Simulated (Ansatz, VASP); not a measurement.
Two plane-wave programs on HfB3

File INCAR:

```
SYSTEM = HfB3
  PREC = Accurate
  ENCUT = 600
  EDIFF = 1E-6
  ISMEAR = -1
  SIGMA = 0.15
  LREAL = .False.
  LASPH = .True.
  NELM = 100
  ALGO = Normal
  ISIF = 3
  LWAVE = .False.
  LCHARG = .False.
  GGA = PE
  IBRION = 2
  NSW = 80
  EDIFFG = -0.001
```

The input KPOINTS:

```
regular mesh
0
Gamma
  12 12 12
  0 0 0
```

The input POSCAR:

```
HfB3
1.0
    3.3915342434      0.0000000000      0.0000000000
    0.0000000000      3.3915342434      0.0000000000
    0.0000000000      0.0000000000      3.3915342434
Hf B
1 3
Direct
    0.0000000000      0.0000000000      0.0000000000
    0.5000000000      0.5000000000      0.0000000000
    0.5000000000      0.0000000000      0.5000000000
    0.0000000000      0.5000000000      0.5000000000
```

Input for Ansatz:

```yaml
crystal:
  lattice:
    - [3.3915342408, 0.0, 0.0]
    - [0.0, 3.3915342408, 0.0]
    - [0.0, 0.0, 3.3915342408]
  atoms:
    - { symbol: Hf, position: [0.0, 0.0, 0.0] }
    - { symbol: B, position: [0.5, 0.5, 0.0] }
    - { symbol: B, position: [0.5, 0.0, 0.5] }
    - { symbol: B, position: [0.0, 0.5, 0.5] }
basis:
  ecutwfc: 420
kpoints:
  mp_grid: { grid: [12, 12, 12] }
hamiltonian:
  xc: pbe
scf:
  occupations: { method: fermi_dirac, width: 0.15 }
output:
  forces: true
  stress: true
  eigenvalues: true
relax:
  adjacent_minimum: "off"
  f_tol: 0.001
  max_steps: 60
  cell: { stress_tol: 0.01 }
```

Alike in both runs: task relaxation of cell and atoms; functional PBE; k mesh 12 × 12 × 12; occupations fermi-dirac, width 0.15 eV; no spin polarisation.

```csv
,VASP,Ansatz
version,VASP 6.6.1,Ansatz 0.2.0
potentials or method,"VASP PAW PBE potentials, release 64 (Hf_pv, B)","scalar-relativistic, plane waves, PAW"
plane-wave cutoff (eV),600,420
valence electrons in the cell,19,35
```

|  | VASP | Ansatz | Ansatz less VASP |
| --- | --- | --- | --- |
| gap on the k mesh at the Fermi level, each at its own relaxed structure (eV) | none | none | - |
| relaxed volume (Å³/atom) | 9.80 | 9.76 | -0.044 |
| relaxed cell length with the largest relative difference (Å) | 3.397 | 3.392 | -0.0050 |

A gap of «none» marks a metal or a gap that the smearing closes. The two sets of potentials don't hold the same shells in valence.

Spin-orbit coupling is left out, which matters for the levels of Hf.
